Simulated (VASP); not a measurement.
LiCl:

```
Li Cl
1.0
     0.00000    2.54212    2.54212
     2.54212    0.00000    2.54212
     2.54212    2.54212    0.00000
Li Cl
1 1
Cartesian
  0.0000 0.0000 0.0000
  2.5421 2.5421 2.5421
```

The cell is a database's computed one.

| Property | Result |
| --- | --- |
| Program | VASP 6.6.1 |
| Task | relaxation of cell and atoms |
| Functional | LDA |
| Potentials or basis | VASP PAW LDA potentials, release 64 (Li_sv, Cl) |
| Cutoff | 600 eV |
| k mesh | 8 × 8 × 8 |
| Occupations | gaussian, width 0.02 eV |
| Spin | no spin polarisation |

At the start: pressure -2.6 GPa; volume 16.43 Å³/atom.

**Question.** Where does the relaxation end?

**Answer.** Over 4 steps the energy falls by 10.0 meV/atom and the volume is 15.26 Å³/atom (-7.1 %); space group Fm-3m (No. 225, to 0.05 Å).

The path:
| step | energy change (eV) | largest force (eV/Å) | pressure (GPa) | volume (Å³) |
| --- | --- | --- | --- | --- |
| 1 | 0.0000 | 0.0000 | -2.57 | 32.86 |
| 2 | -0.0153 | 0.0000 | -1.34 | 31.62 |
| 3 | -0.0200 | 0.0000 | -0.10 | 30.60 |
| 4 | -0.0200 | 0.0000 | 0.01 | 30.52 |

Final structure:
```
Li Cl
1.0
     0.00000    2.48033    2.48033
     2.48033    0.00000    2.48033
     2.48033    2.48033    0.00000
Li Cl
1 1
Direct
  0.00000 0.00000 0.00000
  0.50000 0.50000 0.50000
```

Caveat: the cutoff is under 1.25 times the usual one of these potentials, so pressure, stress and relaxed cells hold a basis-set (Pulay) error.
